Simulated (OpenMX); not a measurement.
Runs of OpenMX 3.8.5 on PbS (Galena). The structure is cubic, space group Fm-3m (No. 225). Conventional cell: a = 5.931 Å, b = 5.931 Å, c = 5.931 Å, α = 90.00°, β = 90.00°, γ = 90.00°. Around Pb (site symmetry m-3m) lie 6 S at 2.97 Å. Around S (site symmetry m-3m) lie 6 Pb at 2.97 Å. 

```tsv
task	level	potentials or basis	spin	k mesh	SCF threshold	max SCF cycles	grid points, held for all volumes	pressure (GPa)	V0 of scaled cells (Å³/atom)	B0 (GPa)
band structure	PBE	OpenMX 2013 PBE set, Pb8.0-s3p2d2, S7.0-s2p2d1, grid cutoff 500 Ry	off	9 × 9 × 9	1e-08 Ha	100	-	(b)	-	-
equation of state	PBE	OpenMX 2013 PBE set, Pb8.0-s3p2d2, S7.0-s2p2d1, fixed grid of 45 × 45 × 45 points	off	9 × 9 × 9	1e-08 Ha	-	45 × 45 × 45	-	(a)	53
band structure	LDA	OpenMX 2013 LDA set, Pb8.0-s3p2d2f1, S7.0-s2p2d1f1, grid cutoff 500 Ry	off	9 × 9 × 9	1e-08 Ha	100	-	-2.1	-	-
band structure	PBE	OpenMX 2013 PBE set, Pb8.0-s3p2d2f1, S7.0-s2p2d1f1, grid cutoff 500 Ry	off	9 × 9 × 9	1e-08 Ha	100	-	2.9	-	-
equation of state	LDA	OpenMX 2013 LDA set, Pb8.0-s3p2d2f1, S7.0-s2p2d1f1, fixed grid of 45 × 45 × 45 points	off	9 × 9 × 9	1e-08 Ha	-	45 × 45 × 45	-	25.20	64
```

Alike in all rows: cell as given; smearing fermi-dirac 0.05 eV.

Task: Fill in the values left out.

Result: (a) 27.54; (b) 3.2.

Caveats: the basis has few d functions beyond the semicore shells, which can make volumes several per cent too large; the basis of atomic orbitals isn't converged, which shifts pressures, moduli and gaps; volumes in these bases differ from converged ones by about 1 %, for some elements by several (some runs).
